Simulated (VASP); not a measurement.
# Hf (Hafnium) under strain, part 3 of 3

Aim: follow the pressure of Hf (Hafnium) through compression, expansion and shear. All runs use PBE. Left out of this account: 1 further run (self-consistent run: a reference on another mesh). The start is a cell from a database of measured crystal structures.

VASP 6.6.1; PBE; plane waves and PAW (Hf_pv).

Still holding for the runs below: Spin-orbit coupling is off here; with elements this heavy it splits and shifts levels by tenths of an eV or more.

So far, pressure (GPa): step 2 (bands, cell as listed) 0.207; step 3 (cell volume +4.0 %) -3.81; step 4 (cell volume +8.0 %) -7.16; step 5 (bands, sheared, principal strains -4.2, +0.6, +3.8 %) 0.386.

### Step 6. Bands, volume times 0.96

The cell is compressed evenly, with fractional positions held.

INCAR

```
SYSTEM = Hf
PREC = Accurate
ENCUT = 400
EDIFF = 1E-06
NELM = 100
ISMEAR = -1
SIGMA = 0.05
LREAL = .FALSE.
ALGO = Normal
GGA = PE
NBANDS = 22
LASPH = .TRUE.
LORBIT = 11
LWAVE = .FALSE.
LCHARG = .FALSE.
KPAR = 2
```

POSCAR

```
Hf
1.0
    3.1534960552      0.0000000000      0.0000000000
   -1.5767480276      2.7310076946      0.0000000000
    0.0000000000      0.0000000000      4.9894429718
Hf
2
Direct
    0.3333333333      0.6666666667      0.2500000000
    0.6666666667      0.3333333333      0.7500000000
```

KPOINTS

```
Automatic mesh
0
Gamma
14 14 8
0 0 0
```

KPOINTS_OPT

```
Line mode
16
Line-mode
Reciprocal
  0.00000000   0.00000000   0.00000000 GAMMA
  0.50000000   0.00000000   0.00000000 M

  0.50000000   0.00000000   0.00000000 M
  0.33333333   0.33333333   0.00000000 K

  0.33333333   0.33333333   0.00000000 K
  0.00000000   0.00000000   0.00000000 GAMMA

  0.00000000   0.00000000   0.00000000 GAMMA
  0.00000000   0.00000000   0.50000000 A

  0.00000000   0.00000000   0.50000000 A
  0.50000000   0.00000000   0.50000000 L

  0.50000000   0.00000000   0.50000000 L
  0.33333333   0.33333333   0.50000000 H

  0.33333333   0.33333333   0.50000000 H
  0.00000000   0.00000000   0.50000000 A

  0.50000000   0.00000000   0.50000000 L
  0.50000000   0.00000000   0.00000000 M

  0.33333333   0.33333333   0.00000000 K
  0.33333333   0.33333333   0.50000000 H
```

PAW data sets: Hf_pv (PBE family, release 64).

Command:

```sh
$ mpirun -np 2 vasp_std
```

What it wrote:

```text
[... set-up lines as in an earlier step ...]
 entering main loop
       N       E                     dE             d eps       ncg     rms          rms(c)
DAV:   1     0.546127978535E+02    0.54613E+02   -0.92659E+03  5304   0.712E+02
DAV:   2    -0.183901212513E+02   -0.73003E+02   -0.69962E+02  6408   0.201E+02
DAV:   3    -0.204821700149E+02   -0.20920E+01   -0.20807E+01  6612   0.238E+01
DAV:   4    -0.204946914484E+02   -0.12521E-01   -0.12520E-01  6340   0.222E+00
DAV:   5    -0.204947961842E+02   -0.10474E-03   -0.10473E-03  6662   0.180E-01    0.668E+01
DAV:   6    -0.200071422171E+02    0.48765E+00   -0.33456E-01  6366   0.336E+00    0.398E+01
DAV:   7    -0.198346415287E+02    0.17250E+00   -0.63365E-01  6460   0.432E+00    0.191E+00
DAV:   8    -0.198258861962E+02    0.87553E-02   -0.50039E-02  6132   0.116E+00    0.142E-01
DAV:   9    -0.198260859246E+02   -0.19973E-03   -0.19833E-03  6504   0.235E-01    0.131E-01
DAV:  10    -0.198260676407E+02    0.18284E-04   -0.78953E-05  6192   0.501E-02    0.101E-01
DAV:  11    -0.198260697788E+02   -0.21381E-05   -0.57770E-06  6414   0.142E-02    0.201E-02
DAV:  12    -0.198260701122E+02   -0.33339E-06   -0.32881E-07  4320   0.346E-03
   1 F= -.19826070E+02 E0= -.19820955E+02  d E =-.102310E-01
 Start KPOINTS_OPT (optional k-point list driver)
k-point batch [1-120\144]
       N       E                     dE             ncg
DAV:   1    -0.243272754867E+05   -0.80997E+05     5336
DAV:   2    -0.332382768716E+05   -0.89110E+04     6352
DAV:   3    -0.335007330297E+05   -0.26246E+03     6610
DAV:   4    -0.335026065651E+05   -0.18735E+01     6458
DAV:   5    -0.335026226537E+05   -0.16089E-01     6530
DAV:   6    -0.335026228440E+05   -0.19027E-03     6366
DAV:   7    -0.335026228463E+05   -0.22841E-05     5280
DAV:   8    -0.335026228465E+05   -0.23707E-06     4444
k-point batch [121-144\144]
       N       E                     dE             ncg
DAV:   1     0.420813733263E+05   -0.22676E+05     1072
DAV:   2     0.402918812731E+05   -0.17895E+04     1270
DAV:   3     0.402398169677E+05   -0.52064E+02     1324
DAV:   4     0.402394627354E+05   -0.35423E+00     1262
DAV:   5     0.402394594032E+05   -0.33321E-02     1336
DAV:   6     0.402394593597E+05   -0.43508E-04     1312
DAV:   7     0.402394593591E+05   -0.63574E-06     1110
```

It took 54 s on 2 MPI ranks of AMD EPYC 7R43, shared host; peak memory 0.39 GiB; 1.8 min of CPU time.

Parts of OUTCAR (step 6):

```text
   ENCUT  =  400.0 eV  29.40 Ry    5.42 a.u.   5.14  5.14  8.14*2*pi/ulx,y,z

   NELECT =      20.0000    total number of electrons

 E-fermi :   5.2054

 k-point     1 :       0.0000    0.0000    0.0000
  band No.  band energies     occupation
    ...
      4     -24.8545      2.00000
      5     -24.8514      2.00000
      6     -24.8514      2.00000
      7      -2.3148      2.00000
      8       1.3675      2.00000
      9       5.9941      0.00000
     10       6.3933      0.00000
     11       6.3933      0.00000
     12       6.6870      0.00000
     13       7.2610      0.00000
    ...

  Total        1.3518664      1.3518664      1.3498870      0.0000000      0.0000000      0.0000000
  in kB       50.4054013     50.4054013     50.3315977      0.0000000      0.0000000      0.0000000
  external PRESSURE =      50.3808001 kB  Pullay stress =       0.0000000 kB

 POSITION                                       TOTAL-FORCE (eV/Angst)
 -----------------------------------------------------------------------------------
     -0.00000      1.82067      1.24736        -0.000000      0.000000      0.000000
      1.57675      0.91034      3.74208         0.000000     -0.000000      0.000000
 -----------------------------------------------------------------------------------
    total drift:                               -0.000000      0.000000     -0.000000

  FREE ENERGIE OF THE ION-ELECTRON SYSTEM (eV)
  ---------------------------------------------------
  free  energy   TOTEN  =       -19.8260701122 eV

  energy  without entropy=      -19.8158391280  energy(sigma->0) =      -19.82095462

[... 5 parts as in an earlier step ...]

[... 11 further parts left out ...]
```

Numbers from this step:

```
irreducible k-points    : 120
symmetry operations     : 24
free energy (TOTEN)     : -19.83 eV
energy at zero smearing : -19.82 eV
Fermi energy            : 5.205 eV
pressure                : 5.038 GPa
```

Electronic bands along the path, in eV, zero at the Fermi level; # counts the bands kept, so #1 is VASP's band 7:

```
          point     #1     #2     #3     #4     #5     #6    #7    #8
              Γ  -7.52  -3.84   0.79   1.19   1.19   1.48  2.06  2.06
0.47 of the way  -5.95  -2.55  -0.92  -0.52   0.87   1.62  1.64  2.77
              M  -3.42  -2.90  -2.36  -0.73   0.78   0.92  1.76  6.16
0.47 of the way  -2.90  -2.35  -2.31  -1.04   0.49   0.77  1.87  5.48
              K  -2.29  -1.82  -1.82  -1.46   0.38   0.38  2.14  5.43
0.47 of the way  -4.93  -1.80  -1.48  -1.20   0.69   0.70  1.70  3.28
              Γ  -7.52  -3.84   0.79   1.19   1.19   1.48  2.06  2.06
0.47 of the way  -7.01  -4.11   0.20   0.99   0.99   1.05  1.68  1.68
              A  -5.47  -5.47   0.13   0.13   1.07   1.07  1.07  1.07
0.47 of the way  -4.24  -4.24  -0.70  -0.70   0.58   0.58  2.11  2.11
              L  -3.54  -3.54  -1.06  -1.06   1.32   1.32  2.74  2.74
0.47 of the way  -3.02  -3.02  -0.80  -0.80   0.19   0.19  2.79  2.79
              H  -1.84  -1.84  -1.52  -1.52  -0.16  -0.16  2.59  2.59
0.47 of the way  -3.59  -3.59  -0.82  -0.82   0.19   0.19  2.31  2.31
              A  -5.47  -5.47   0.13   0.13   1.07   1.07  1.07  1.07
      jump to L  -3.54  -3.54  -1.06  -1.06   1.32   1.32  2.74  2.74
0.47 of the way  -3.77  -2.96  -1.38  -1.32   1.21   1.35  1.56  4.76
              M  -3.42  -2.90  -2.36  -0.73   0.78   0.92  1.76  6.16
      jump to K  -2.29  -1.82  -1.82  -1.46   0.38   0.38  2.14  5.43
0.47 of the way  -2.03  -1.82  -1.82  -1.43   0.10   0.10  2.11  4.42
              H  -1.84  -1.84  -1.52  -1.52  -0.16  -0.16  2.59  2.59
```

 The pressure is 5.04 GPa.

For the pressure, step 2 gave 0.207 GPa; this run, with cell volume -4.0 %, gives 5.04 GPa.

### Step 7. Bands, volume times 0.92

The cell is scaled evenly once more. A prediction first. A parabola through the 4 pressures of evenly scaled cells so far, P = 0.22 -110.3 t +190 t² GPa with t = ln(V/V₁) and V₁ the volume at scale 1, gives 10.73 GPa at t = -0.0834.

INCAR is that of step 6.

POSCAR

```
Hf
1.0
    3.1090747008      0.0000000000      0.0000000000
   -1.5545373504      2.6925376732      0.0000000000
    0.0000000000      0.0000000000      4.9191597652
Hf
2
Direct
    0.3333333333      0.6666666667      0.2500000000
    0.6666666667      0.3333333333      0.7500000000
```

KPOINTS is that of step 6.

KPOINTS_OPT is that of step 6.

Command:

```sh
$ mpirun -np 2 vasp_std
```

What it wrote:

```text
[... set-up lines as in an earlier step ...]
 entering main loop
       N       E                     dE             d eps       ncg     rms          rms(c)
DAV:   1     0.557979517954E+02    0.55798E+02   -0.92479E+03  5304   0.716E+02
DAV:   2    -0.182163444897E+02   -0.74014E+02   -0.70987E+02  6466   0.203E+02
DAV:   3    -0.203508355206E+02   -0.21345E+01   -0.21217E+01  6516   0.243E+01
DAV:   4    -0.203626523800E+02   -0.11817E-01   -0.11815E-01  6538   0.216E+00
DAV:   5    -0.203627374893E+02   -0.85109E-04   -0.85107E-04  6520   0.164E-01    0.689E+01
DAV:   6    -0.199085552994E+02    0.45418E+00   -0.30313E-01  6432   0.324E+00    0.411E+01
DAV:   7    -0.197453473467E+02    0.16321E+00   -0.58833E-01  6546   0.421E+00    0.192E+00
DAV:   8    -0.197373023853E+02    0.80450E-02   -0.44959E-02  6070   0.111E+00    0.166E-01
DAV:   9    -0.197374734739E+02   -0.17109E-03   -0.16881E-03  6602   0.219E-01    0.124E-01
DAV:  10    -0.197374581188E+02    0.15355E-04   -0.65608E-05  6124   0.463E-02    0.102E-01
DAV:  11    -0.197374600526E+02   -0.19338E-05   -0.52371E-06  6462   0.135E-02    0.181E-02
DAV:  12    -0.197374603646E+02   -0.31196E-06   -0.28605E-07  4098   0.324E-03
   1 F= -.19737460E+02 E0= -.19732180E+02  d E =-.105599E-01
 Start KPOINTS_OPT (optional k-point list driver)
k-point batch [1-120\144]
       N       E                     dE             ncg
DAV:   1    -0.233813532595E+05   -0.82536E+05     5328
DAV:   2    -0.324140856138E+05   -0.90327E+04     6442
DAV:   3    -0.326761088695E+05   -0.26202E+03     6594
DAV:   4    -0.326778226469E+05   -0.17138E+01     6454
DAV:   5    -0.326778365768E+05   -0.13930E-01     6378
DAV:   6    -0.326778367294E+05   -0.15260E-03     6386
DAV:   7    -0.326778367311E+05   -0.16765E-05     5244
DAV:   8    -0.326778367313E+05   -0.15666E-06     4466
k-point batch [121-144\144]
       N       E                     dE             ncg
DAV:   1     0.428792119625E+05   -0.22956E+05     1088
DAV:   2     0.410477808859E+05   -0.18314E+04     1258
DAV:   3     0.409968251011E+05   -0.50956E+02     1330
DAV:   4     0.409965090605E+05   -0.31604E+00     1304
DAV:   5     0.409965064350E+05   -0.26255E-02     1302
DAV:   6     0.409965064035E+05   -0.31486E-04     1306
DAV:   7     0.409965064031E+05   -0.40189E-06     1026
```

It took 33 s on 2 MPI ranks; peak memory 0.37 GiB.

OUTCAR, selected parts (step 7):

```text
   ENCUT  =  400.0 eV  29.40 Ry    5.42 a.u.   5.07  5.07  8.02*2*pi/ulx,y,z

   NELECT =      20.0000    total number of electrons

 E-fermi :   5.5203

 k-point     1 :       0.0000    0.0000    0.0000
  band No.  band energies     occupation
    ...
      4     -24.3886      2.00000
      5     -24.3886      2.00000
      6     -24.3872      2.00000
      7      -2.1468      2.00000
      8       1.5357      2.00000
      9       6.4791      0.00000
     10       6.7053      0.00000
     11       6.7053      0.00000
     12       7.0188      0.00000
     13       7.6243      0.00000
    ...

  Total        2.7562472      2.7562472      2.8355496      0.0000000      0.0000000      0.0000000
  in kB      107.2370559    107.2370559    110.3224634      0.0000000      0.0000000      0.0000000
  external PRESSURE =     108.2655251 kB  Pullay stress =       0.0000000 kB

 POSITION                                       TOTAL-FORCE (eV/Angst)
 -----------------------------------------------------------------------------------
     -0.00000      1.79503      1.22979         0.000000      0.000000      0.000000
      1.55454      0.89751      3.68937        -0.000000      0.000000      0.000000
 -----------------------------------------------------------------------------------
    total drift:                               -0.000000      0.000000     -0.000000

  FREE ENERGIE OF THE ION-ELECTRON SYSTEM (eV)
  ---------------------------------------------------
  free  energy   TOTEN  =       -19.7374603646 eV

  energy  without entropy=      -19.7269004386  energy(sigma->0) =      -19.73218040

[... 4 parts as in an earlier step ...]

[... 12 further parts left out ...]
```

This step gave:

* free energy (TOTEN): -19.74 eV
* energy at zero smearing: -19.73 eV
* Fermi energy: 5.520 eV
* pressure: 10.83 GPa

Electronic bands along the path, in eV, zero at the Fermi level; # counts the bands kept, so #1 is VASP's band 7:

```
          point     #1     #2     #3     #4     #5     #6    #7    #8
              Γ  -7.67  -3.98   0.96   1.19   1.19   1.50  2.10  2.10
0.53 of the way  -5.60  -2.52  -1.28  -0.68   0.79   1.47  1.52  3.33
              M  -3.50  -3.08  -2.51  -0.65   0.76   0.98  1.84  6.45
0.53 of the way  -2.80  -2.47  -2.33  -1.08   0.41   0.77  1.98  5.60
              K  -2.47  -1.84  -1.84  -1.49   0.38   0.38  2.22  5.67
0.47 of the way  -4.97  -1.88  -1.55  -1.30   0.67   0.72  1.77  3.39
              Γ  -7.67  -3.98   0.96   1.19   1.19   1.50  2.10  2.10
0.47 of the way  -7.13  -4.22   0.29   0.98   0.98   1.05  1.70  1.70
              A  -5.53  -5.53   0.11   0.11   1.07   1.07  1.07  1.07
0.47 of the way  -4.28  -4.28  -0.78  -0.78   0.58   0.58  2.16  2.16
              L  -3.69  -3.69  -1.15  -1.15   1.47   1.47  2.83  2.83
0.53 of the way  -3.00  -3.00  -0.83  -0.83   0.06   0.06  2.84  2.84
              H  -1.94  -1.94  -1.60  -1.60  -0.11  -0.11  2.66  2.66
0.47 of the way  -3.62  -3.62  -0.88  -0.88   0.17   0.17  2.37  2.37
              A  -5.53  -5.53   0.11   0.11   1.07   1.07  1.07  1.07
      jump to L  -3.69  -3.69  -1.15  -1.15   1.47   1.47  2.83  2.83
0.47 of the way  -3.92  -3.10  -1.45  -1.37   1.27   1.37  1.74  4.96
              M  -3.50  -3.08  -2.51  -0.65   0.76   0.98  1.84  6.45
      jump to K  -2.47  -1.84  -1.84  -1.49   0.38   0.38  2.22  5.67
0.53 of the way  -2.11  -1.88  -1.88  -1.46   0.07   0.07  2.19  4.28
              H  -1.94  -1.94  -1.60  -1.60  -0.11  -0.11  2.66  2.66
```

 The pressure is 10.83 GPa. The parabola predicted 10.73 GPa, -0.09 GPa off.

### Step 8. Bands, atoms displaced by up to 0.03 Å

The atoms are moved off their sites at random, as a crude picture of disorder.

INCAR is that of step 7.

POSCAR

```
Hf
1.0
    3.1967000000      0.0000000000      0.0000000000
   -1.5983500000      2.7684234083      0.0000000000
    0.0000000000      0.0000000000      5.0578000000
Hf
2
Direct
    0.3233200000      0.6615030000      0.2511400000
    0.6656410000      0.3285800000      0.7498580000
```

KPOINTS is that of step 7.

KPOINTS_OPT is that of step 7.

Command:

```sh
$ mpirun -np 2 vasp_std
```

What it wrote:

```text
[... set-up lines as in an earlier step ...]
 entering main loop
       N       E                     dE             d eps       ncg     rms          rms(c)
DAV:   1     0.544700602338E+02    0.54470E+02   -0.92450E+03 35104   0.708E+02
DAV:   2    -0.184478876974E+02   -0.72918E+02   -0.70027E+02 41730   0.200E+02
DAV:   3    -0.205563116325E+02   -0.21084E+01   -0.20966E+01 43516   0.238E+01
DAV:   4    -0.205695854356E+02   -0.13274E-01   -0.13272E-01 41412   0.229E+00
DAV:   5    -0.205697025061E+02   -0.11707E-03   -0.11707E-03 44314   0.190E-01    0.649E+01
DAV:   6    -0.200459746033E+02    0.52373E+00   -0.36974E-01 41434   0.348E+00    0.385E+01
DAV:   7    -0.198638270423E+02    0.18215E+00   -0.66838E-01 42826   0.441E+00    0.187E+00
DAV:   8    -0.198543485127E+02    0.94785E-02   -0.52960E-02 40342   0.118E+00    0.141E-01
DAV:   9    -0.198545666132E+02   -0.21810E-03   -0.21538E-03 43286   0.248E-01    0.128E-01
DAV:  10    -0.198545466676E+02    0.19946E-04   -0.84635E-05 40692   0.516E-02    0.937E-02
DAV:  11    -0.198545491310E+02   -0.24634E-05   -0.56286E-06 43300   0.139E-02    0.175E-02
DAV:  12    -0.198545494284E+02   -0.29744E-06   -0.34445E-07 28746   0.347E-03
   1 F= -.19854549E+02 E0= -.19849075E+02  d E =-.109496E-01
 Start KPOINTS_OPT (optional k-point list driver)
k-point batch [1-144\144]
       N       E                     dE             ncg
DAV:   1    -0.102604045062E+05   -0.10387E+06     6384
DAV:   2    -0.210953252535E+05   -0.10835E+05     7722
DAV:   3    -0.214273108834E+05   -0.33199E+03     7950
DAV:   4    -0.214297785483E+05   -0.24677E+01     7702
DAV:   5    -0.214298030681E+05   -0.24520E-01     7916
DAV:   6    -0.214298034083E+05   -0.34023E-03     7680
DAV:   7    -0.214298034125E+05   -0.41893E-05     6560
DAV:   8    -0.214298034129E+05   -0.40377E-06     5134
```

The job ended after 3.8 min (2 MPI ranks; peak memory 1.4 GiB).

OUTCAR, selected parts (step 8):

```text
   NELECT =      20.0000    total number of electrons

 E-fermi :   4.9174

 k-point     1 :       0.0000    0.0000    0.0000
  band No.  band energies     occupation
    ...
      4     -25.2930      2.00000
      5     -25.2905      2.00000
      6     -25.2835      2.00000
      7      -2.4637      2.00000
      8       1.2089      2.00000
      9       5.5559      0.00001
     10       6.0801      0.00000
     11       6.1163      0.00000
     12       6.3660      0.00000
     13       6.8923      0.00000
    ...

  Total        0.0813398      0.0731461      0.0199813      0.0749044     -0.0001483     -0.0021740
  in kB        2.9115055      2.6182175      0.7152181      2.6811561     -0.0053074     -0.0778162
  external PRESSURE =       2.0816471 kB  Pullay stress =       0.0000000 kB

 POSITION                                       TOTAL-FORCE (eV/Angst)
 -----------------------------------------------------------------------------------
     -0.02376      1.83132      1.27022         0.062345      0.003023     -0.019320
      1.60267      0.90965      3.79263        -0.062345     -0.003023      0.019320
 -----------------------------------------------------------------------------------
    total drift:                                0.000000      0.000001     -0.000005

  FREE ENERGIE OF THE ION-ELECTRON SYSTEM (eV)
  ---------------------------------------------------
  free  energy   TOTEN  =       -19.8545494284 eV

  energy  without entropy=      -19.8435997886  energy(sigma->0) =      -19.84907461

[... 6 parts as in an earlier step ...]

[... 11 further parts left out ...]
```

This step gave:

```
irreducible k-points    : 788
symmetry operations     : 2
free energy (TOTEN)     : -19.85 eV
energy at zero smearing : -19.85 eV
Fermi energy            : 4.917 eV
pressure                : 0.2082 GPa
```

The electronic bands at the labelled points (eV, zero at the Fermi level; # counts the bands kept, so #1 is VASP's band 7):

```
          point     #1     #2     #3     #4     #5     #6    #7    #8
              Γ  -7.38  -3.71   0.64   1.16   1.20   1.45  1.97  2.03
0.47 of the way  -5.87  -2.44  -0.87  -0.49   0.85   1.49  1.64  2.70
              M  -3.32  -2.75  -2.18  -0.82   0.78   0.81  1.65  5.87
0.47 of the way  -2.82  -2.23  -2.14  -1.09   0.53   0.65  1.76  5.29
              K  -2.13  -1.80  -1.79  -1.44   0.33   0.40  2.05  5.14
0.53 of the way  -5.41  -2.02  -1.12  -0.88   0.75   0.90  1.82  2.85
              Γ  -7.38  -3.71   0.64   1.16   1.20   1.45  1.97  2.03
0.53 of the way  -6.75  -4.13   0.04   0.93   0.97   0.98  1.53  1.59
              A  -5.41  -5.40   0.12   0.17   1.06   1.06  1.08  1.09
0.47 of the way  -4.22  -4.21  -0.64  -0.62   0.56   0.57  2.03  2.05
              L  -3.42  -3.42  -0.98  -0.96   1.17   1.17  2.63  2.67
0.47 of the way  -2.93  -2.93  -0.75  -0.72   0.14   0.15  2.65  2.69
              H  -1.77  -1.77  -1.47  -1.45  -0.20  -0.20  2.50  2.54
0.47 of the way  -3.56  -3.55  -0.77  -0.77   0.19   0.19  2.25  2.26
              A  -5.41  -5.40   0.12   0.17   1.06   1.06  1.08  1.09
      jump to L  -3.42  -3.42  -0.98  -0.96   1.17   1.17  2.63  2.67
0.47 of the way  -3.63  -2.85  -1.33  -1.23   1.13   1.35  1.36  4.56
              M  -3.32  -2.75  -2.18  -0.82   0.78   0.81  1.65  5.87
      jump to K  -2.13  -1.80  -1.79  -1.44   0.33   0.40  2.05  5.14
0.47 of the way  -1.91  -1.78  -1.78  -1.40   0.04   0.11  2.03  4.26
              H  -1.77  -1.77  -1.47  -1.45  -0.20  -0.20  2.50  2.54
```

Force by atom:

```
atom  x (eV/Å)  y (eV/Å)  z (eV/Å)    size
 Hf1    0.0623    0.0030   -0.0193  0.0653
 Hf2   -0.0623   -0.0030    0.0193  0.0653
```

 The pressure is 0.21 GPa, and the symmetry operations fall from 24 to 2.

### Step 9. Side by side

```
                                         cell     mesh  pressure (GPa)  gap (eV)
                               cell as listed  14×14×8            0.21      none
                            volume times 1.04  14×14×8           -3.81      none
                            volume times 1.08  14×14×8           -7.16      none
sheared, principal strains -4.2, +0.6, +3.8 %  14×14×8            0.39      none
                            volume times 0.96  14×14×8            5.04      none
                            volume times 0.92  14×14×8           10.83      none
              atoms displaced by up to 0.03 Å  14×14×8            0.21      none
```

### Step 10. What came out

```yaml
pressure_cell_as_listed: 0.207 GPa
pressure_volume_times_1p04: -3.81 GPa
pressure_volume_times_1p08: -7.16 GPa
pressure_sheared_principal_strains_minus_4p2_plus_0p6_plus_3p8: 0.386 GPa
pressure_volume_times_0p96: 5.04 GPa
pressure_volume_times_0p92: 10.8 GPa
pressure_atoms_displaced_by_up_to_0p03_a: 0.208 GPa
bulk_modulus_at_the_listed_volume_shape_and_positions_held: 111 GPa
```

What this shows: The slope of pressure against ln V at the listed volume gives a bulk modulus of 111 GPa at fixed shape and positions. Spin-orbit coupling is left out, and with elements this heavy it would split and shift bands near the Fermi level.

[Lines on the potential files, build, host, timing and source positions are cut from VASP's logs without a mark.]

[Logs are printed without paths, hosts, clocks, repeated set-up lines and the standing remarks that a program may print on its own settings, such as how far it seeks lower states.]

[Hosts, paths, dates, database ids (printed as entryN), source tags and the programs' standing remarks are cut or masked in the printed files.]

[A measured line is paired with the nearest computed mode of its activity, which favours agreement.]
